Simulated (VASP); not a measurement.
# AlH5 (P-62m) in VASP: relaxation of cell and atoms with PBE

Aim: the relaxation of cell and atoms of AlH5 with PBE.

All numbers are computed with VASP 6.6.1; they aren't measurements. Logs are shortened: lines on timing, memory, paths and dates and some standing lists are left out, and cuts for length are marked.

## (1) The crystal as given

It takes space group P-62m (No. 189, hexagonal). Conventional cell: a = 3.765 Å, b = 3.765 Å, c = 2.615 Å, α = 90.00°, β = 90.00°, γ = 120.00°. Al (site symmetry -62m) has 6 H at 1.83 Å as nearest neighbours. Around H (site symmetry -6) lie 6 H at 1.80 Å. H (site symmetry m2m) has 4 H at 1.80 Å and 2 Al at 1.83 Å as nearest neighbours.

The cell was built by a generator and needn't be a form met in nature.

## (2) Relaxation of cell and atoms, PBE

INCAR reads:

```
PREC     = Accurate       # precision mode
ENCUT    = 600            # plane-wave cutoff, eV
EDIFF    = 1E-6           # SCF threshold, eV
ISMEAR   = 0              # smearing method
SIGMA    = 0.05           # smearing width, eV
LREAL    = F              # projectors in reciprocal space
LASPH    = T              # aspherical terms in the spheres
NELM     = 60             # most SCF steps
ALGO     = Normal         # electronic algorithm
ISIF     = 3              # what is computed and relaxed
LWAVE    = F              # write WAVECAR
LCHARG   = F              # write CHGCAR
GGA      = PE             # functional
IBRION   = 2              # ionic algorithm
NSW      = 40             # ionic steps
EDIFFG   = -0.005         # ionic threshold
```

KPOINTS reads:

```
regular mesh
0
Gamma
  8 8 10
```

POSCAR reads:

```
AlH5
1.0
    3.7645500000      0.0000000000      0.0000000000
   -1.8822800000      3.2602000000      0.0000000000
    0.0000000000      0.0000000000      2.6145800000
Al H
1 5
Direct
    0.0000000000      0.0000000000      0.5000000000
    0.3333300000      0.6666700000      0.5000000000
    0.0000000000      0.6603200000      0.0000000000
    0.6603200000      0.0000000000      0.0000000000
    0.3396800000      0.3396800000      0.0000000000
    0.6666700000      0.3333300000      0.5000000000
```

Potentials or basis: VASP PAW PBE potentials, release 64 (Al, H).

Run with:

```console
$ cat potpaw_PBE.64/Al/POTCAR potpaw_PBE.64/H/POTCAR > POTCAR
$ mpirun -np 1 vasp_std > vasp.out
```

OUTCAR:

```text
PREC = Accurate
   ENCUT = 600
   EDIFF = 1E-6
   ISMEAR = 0
   LREAL = F
   LASPH = T
   NELM = 60
   ISIF = 3
   GGA = PE
   IBRION = 2
   NSW = 40
   EDIFFG = -0.005

 ion  position               nearest neighbor table
   1  0.000  0.000  0.500-   4 1.83   4 1.83   5 1.83   5 1.83   3 1.83   3 1.83
   2  0.333  0.667  0.500-
   3  0.000  0.660  0.000-   1 1.83   1 1.83
   4  0.660  0.000  0.000-   1 1.83   1 1.83
   5  0.340  0.340  0.000-   1 1.83   1 1.83
   6  0.667  0.333  0.500-

  LATTYP: Found a hexagonal cell.
 ALAT       =     3.7645500000
 C/A-ratio  =     0.6945265702

  Lattice vectors:

 A1 = (   3.7645500000,   0.0000000000,   0.0000000000)
 A2 = (  -1.8822800000,   3.2602000000,   0.0000000000)
 A3 = (   0.0000000000,   0.0000000000,   2.6145800000)

Analysis of symmetry for initial positions (statically):
=====================================================================
 Subroutine PRICEL returns:
 Original cell was already a primitive cell.

 Routine SETGRP: Setting up the symmetry group for a
 hexagonal supercell.

 Subroutine GETGRP returns: Found  4 space group operations
 (whereof  4 operations were pure point group operations)
 out of a pool of 24 trial point group operations.

The static configuration has the point symmetry C_2v.

Analysis of symmetry for dynamics (positions and initial velocities):
=====================================================================
 Subroutine PRICEL returns:
 Original cell was already a primitive cell.

 Routine SETGRP: Setting up the symmetry group for a
 hexagonal supercell.

 Subroutine GETGRP returns: Found  4 space group operations
 (whereof  4 operations were pure point group operations)
 out of a pool of 24 trial point group operations.

The dynamic configuration has the point symmetry C_2v.

 Subroutine INISYM returns: Found  4 space group operations
 (whereof  4 operations are pure point group operations),
 and found     1 'primitive' translations

----------------------------------------------------------------------------------------

                                     Primitive cell

  volume of cell :      32.0892

  direct lattice vectors                    reciprocal lattice vectors
     3.764550000  0.000000000  0.000000000     0.265635999  0.153365232  0.000000000
    -1.882280000  3.260200000  0.000000000     0.000000000  0.306729648  0.000000000
     0.000000000  0.000000000  2.614580000     0.000000000  0.000000000  0.382470607

  length of vectors
     3.764550000  3.764556021  2.614580000     0.306730139  0.306729648  0.382470607

  position of ions in fractional coordinates (direct lattice)
     0.000000000  0.000000000  0.500000000
     0.333330000  0.666670000  0.500000000
     0.000000000  0.660320000  0.000000000
     0.660320000  0.000000000  0.000000000
     0.339680000  0.339680000  0.000000000
     0.666670000  0.333330000  0.500000000

  ion indices of the primitive-cell ions
   primitive index   ion index
                 1           1
                 2           2
                 3           3
                 4           4
                 5           5
                 6           6

----------------------------------------------------------------------------------------

 KPOINTS: regular mesh

Automatic generation of k-mesh.
 Grid dimensions read from file:
 generate k-points for:    8    8   10

 Generating k-lattice:

  Cartesian coordinates                     Fractional coordinates (reciprocal lattice)
     0.033204500  0.019170654  0.000000000     0.125000000  0.000000000  0.000000000
     0.000000000  0.038341206  0.000000000     0.000000000  0.125000000  0.000000000
     0.000000000  0.000000000  0.038247061     0.000000000  0.000000000  0.100000000

  Length of vectors
     0.038341267  0.038341206  0.038247061

  Shift w.r.t. Gamma in fractional coordinates (k-lattice)
     0.000000000  0.000000000  0.000000000

 Subroutine IBZKPT returns following result:
 ===========================================

 Found    126 irreducible k-points:

 Following reciprocal coordinates:
            Coordinates               Weight
  0.000000  0.000000  0.000000      1.000000
  0.125000  0.000000  0.000000      4.000000
 -0.125000  0.125000  0.000000      2.000000
  0.250000  0.000000  0.000000      4.000000
 -0.250000  0.250000  0.000000      2.000000
  0.375000  0.000000  0.000000      4.000000
[... 16 lines left out ...]
  0.125000  0.000000  0.100000      8.000000
 -0.125000  0.125000  0.100000      4.000000
 [... further k-points ...]
   k-points           NKPTS =    126   k-points in BZ     NKDIM =    126   number of bands    NBANDS=      8
   number of dos      NEDOS =    301   number of ions     NIONS =      6
   total plane-waves  NPLWV =  21600
   dimension x,y,z NGX =    30 NGY =   30 NGZ =   24
   dimension x,y,z NGXF=    60 NGYF=   60 NGZF=   48
   ions per type =               1   5
   NGX,Y,Z   is equivalent  to a cutoff of  13.25, 13.25, 15.26 a.u.
   NGXF,Y,Z  is equivalent  to a cutoff of  26.50, 26.50, 30.52 a.u.
 SYSTEM =  unknown system
   PREC   = accura    normal or accurate (medium, high low for compatibility)
   ISTART =      0    job   : 0-new  1-cont  2-samecut
   ICHARG =      2    charge: 1-file 2-atom 10-const
   ISPIN  =      1    spin polarized calculation?
   LNONCOLLINEAR =      F non collinear calculations
   LSORBIT =      F    spin-orbit coupling
   LASPH  =      T    aspherical Exc in radial PAW
   ENCUT  =  600.0 eV  44.10 Ry    6.64 a.u.   7.52  7.52  5.22*2*pi/ulx,y,z
   NELM   =     60;   NELMIN=  2; NELMDL= -5     # of ELM steps
   EDIFF  = 0.1E-05   stopping-criterion for ELM
   LREAL  =      F    real-space projection
   EDIFFG = -.5E-02   stopping-criterion for IOM
   NSW    =     40    number of steps for IOM
   IBRION =      2    ionic relax: 0-MD 1-quasi-New 2-CG
   NFREE  =      1    steps in history (QN), initial steepest desc. (CG)
   ISIF   =      3    stress and relaxation
   ISYM   =      2    0-nonsym 1-usesym 2-fastsym
   POTIM  = 0.5000    time-step for ionic-motion
   TEBEG  =    0.0;   TEEND  =   0.0 temperature during run
   PSTRESS=    0.0 pullay stress
   NELECT =       8.0000    total number of electrons
   NUPDOWN=      -1.0000    fix difference up-down
   EMIN   =  10.00;   EMAX   =-10.00  energy-range for DOS
   EFERMI =   0.00;   METHOD = LEGACY
   ISMEAR =     0;   SIGMA  =   0.05  broadening in eV -4-tet -1-fermi 0-gaus
   EFERMI_NEDOS =   21; number of points for ismear=-14 and -15
   IALGO  =     38    algorithm
   IMIX   =      4    mixing-type and parameters
     AMIX     =   0.40;   BMIX     =  1.00
     AMIX_MAG =   1.60;   BMIX_MAG =  1.00
  volume/ion in A,a.u.               =       5.35        36.09
  Fermi-wavevector in a.u.,A,eV,Ry     =   1.030351  1.947081 14.444252  1.061623
  Thomas-Fermi vector in A             =   2.164444
   LORBIT       =      0    0 simple, 1 ext, 2 COOP (PROOUT), +10 PAW based schemes
   GGA     = PE    functional components
   LHFCALC =     F    Hartree Fock is set to
   AEXX    =    0.0000 exact exchange contribution
   IVDW    =     0    specifies the selected vdW correction
   LEPSILON=     F    determine dielectric tensor
   LRPA    =     F    only Hartree local field effects (RPA)
 conjugate gradient relaxation of ions
 non-spin polarized calculation
 Gauss-broadening in eV      SIGMA  =   0.05
  energy-cutoff  :      600.00
  volume of cell :       32.09
 maximum number of plane-waves:      1096
   NGX = 15   NGY = 15   NGZ = 11

--------------------------------------- Ionic step        1  -------------------------------------------

 number of electron       8.0000000 magnetization

 Free energy of the ion-electron system (eV)
  ---------------------------------------------------
  ext. energy  EPLUGINS =         0.00000000
  ---------------------------------------------------
  free energy    TOTEN  =       -16.31450400 eV

  energy without entropy =      -16.31237422  energy(sigma->0) =      -16.31343911

------------------------ aborting loop because EDIFF is reached ----------------------------------------

  FORCE on cell =-STRESS in cart. coord.  units (eV):
  Direction    XX          YY          ZZ          XY          YZ          ZX
  --------------------------------------------------------------------------------------
  -------------------------------------------------------------------------------------
  Total       -0.0545515     -0.0545166      0.3206283      0.0000305      0.0000000      0.0000000
  in kB       -2.7236940     -2.7219481     16.0085934      0.0015220      0.0000000      0.0000000
  external PRESSURE =       3.5209838 kB  Pullay stress =       0.0000000 kB
[... 101 lines left out ...]
  FREE ENERGIE OF THE ION-ELECTRON SYSTEM (eV)
  ---------------------------------------------------
  free  energy   TOTEN  =       -16.3164974039 eV

  energy  without entropy=      -16.3146025704  energy(sigma->0) =      -16.31554999

[... ionic steps 4 to 21 ...]

--------------------------------------- Ionic step       22  -------------------------------------------

 number of electron       8.0000000 magnetization

------------------------ aborting loop because EDIFF is reached ----------------------------------------

  FORCE on cell =-STRESS in cart. coord.  units (eV):
  Direction    XX          YY          ZZ          XY          YZ          ZX
  --------------------------------------------------------------------------------------
  -------------------------------------------------------------------------------------
  Total        0.0456878      0.0457573     -0.0106099      0.0000601      0.0000000      0.0000000
  in kB        2.3336133      2.3371672     -0.5419259      0.0030696      0.0000000      0.0000000
  external PRESSURE =       1.3762848 kB  Pullay stress =       0.0000000 kB
[... 65 lines left out ...]
  energy  without entropy=      -16.3197212263  energy(sigma->0) =      -16.32056128

--------------------------------------- Ionic step       24  -------------------------------------------

 number of electron       8.0000000 magnetization

 Free energy of the ion-electron system (eV)
  ---------------------------------------------------
  ext. energy  EPLUGINS =         0.00000000
  ---------------------------------------------------
  free energy    TOTEN  =       -16.32143323 eV

  energy without entropy =      -16.31975651  energy(sigma->0) =      -16.32059487

 E-fermi :   4.7031     XC(G=0): -10.4567

 val. band max:        4.6780708849   @ k =  -0.3750   0.2500   0.2000
 cond. band min:       4.7800508209   @ k =   0.3750   0.2500   0.3000
 fundamental gap:      0.1019799360
 Fermi energy:         4.7031203589

 k-point     1 :       0.0000    0.0000    0.0000
  band No.  band energies     occupation
      1      -8.4459      2.00000
      2       2.9364      2.00000
      3       2.9365      2.00000
      4       4.4276      2.00000
      5       5.0598      0.00000
      6       8.8437      0.00000
      7       8.8442      0.00000
      8      12.0261      0.00000
[... 243 lines left out ...]
 k-point    24 :      -0.1250    0.1250    0.1000
  band No.  band energies     occupation
      1      -8.0279      2.00000
      2       1.6995      2.00000
      3       2.3379      2.00000
      4       4.5304      2.00000
      5       5.3702      0.00000
      6       9.2194      0.00000
      7      10.2005      0.00000
      8      11.4444      0.00000

 [... further k-points ...]

------------------------ aborting loop because EDIFF is reached ----------------------------------------

  FORCE on cell =-STRESS in cart. coord.  units (eV):
  Direction    XX          YY          ZZ          XY          YZ          ZX
  --------------------------------------------------------------------------------------
  -------------------------------------------------------------------------------------
  Total       -0.0021714     -0.0020488     -0.0097182      0.0001062      0.0000000      0.0000000
  in kB       -0.1106599     -0.1044093     -0.4952602      0.0054136      0.0000000      0.0000000
  external PRESSURE =      -0.2367765 kB  Pullay stress =       0.0000000 kB
[... 21 lines left out ...]
  FREE ENERGIE OF THE ION-ELECTRON SYSTEM (eV)
  ---------------------------------------------------
  free  energy   TOTEN  =       -16.3214332305 eV

  energy  without entropy=      -16.3197565067  energy(sigma->0) =      -16.32059487

 reached required accuracy - stopping structural energy minimisation
```

It took 4.9 min on 1 thread of AMD EPYC 7R13 (Zen 3), shared host; peak memory 0.15 GiB.

Results:

* Free energy: -16.3214 eV
* Relaxed volume: 5.24 Å³/atom
* Relaxed cell: a = 3.663 Å, b = 3.663 Å, c = 2.705 Å, α = 90.00°, β = 90.00°, γ = 120.00°
* Space group after relaxing (to 0.05 Å): P-62m (No. 189)
* Energy gained by relaxing: 1.2 meV/atom
* Ionic steps: 24
* Pressure after relaxing: 0.0 GPa
* Band gap on the k mesh: none (metal or under the smearing width)

The path:
```tsv
step	energy change (eV)	largest force (eV/Å)	pressure (GPa)	volume (Å³)
1	0.0000	0.0122	0.35	32.09
2	-0.0008	0.0046	0.05	32.14
3	-0.0020	0.0127	-0.75	32.30
4	-0.0026	0.0026	-0.59	32.21
5	-0.0031	0.0156	-0.37	32.08
6	-0.0033	0.0545	0.10	31.81
7	-0.0033	0.0403	-0.11	31.92
8	-0.0034	0.0468	-0.03	31.88
9	-0.0039	0.0287	-0.01	31.79
10	-0.0042	0.0053	0.01	31.66
11	-0.0050	0.0455	0.09	31.41
12	0.0028	0.1528	0.46	30.90
13	-0.0051	0.0498	0.11	31.38
14	-0.0050	0.0655	0.14	31.31
15	-0.0051	0.0559	0.13	31.35
16	-0.0053	0.0621	0.13	31.32
17	-0.0053	0.0673	0.15	31.29
18	-0.0055	0.0630	0.15	31.29
19	-0.0060	0.0502	0.14	31.31
20	-0.0067	0.0246	0.14	31.34
21	-0.0065	0.0274	0.14	31.41
22	-0.0069	0.0042	0.14	31.37
23	-0.0069	0.0034	0.09	31.39
24	-0.0069	0.0014	-0.02	31.44
```

Final structure:
```
Al H
1.0
     3.66324    0.00003    0.00000
    -1.83160    3.17248    0.00000
     0.00000    0.00000    2.70519
Al H
1 5
Cartesian
  0.0000 0.0000 1.3526
  -0.0002 2.1149 1.3526
  -1.2017 2.0816 0.0000
  2.4036 0.0001 0.0000
  0.6299 1.0911 0.0000
  1.8316 1.0573 1.3526
```

## (3) For comparison

An earlier run on the cell as given: functional PBE; potentials or basis VASP PAW PBE potentials, release 64 (Al, H); cutoff 520 eV; k mesh 8 × 8 × 10; occupations fermi-dirac, width 0.05 eV; no spin polarisation.

- Pressure: 0.2 GPa
- Largest force: 0.009 eV/Å
- Band gap on the k mesh: none (metal or under the smearing width)
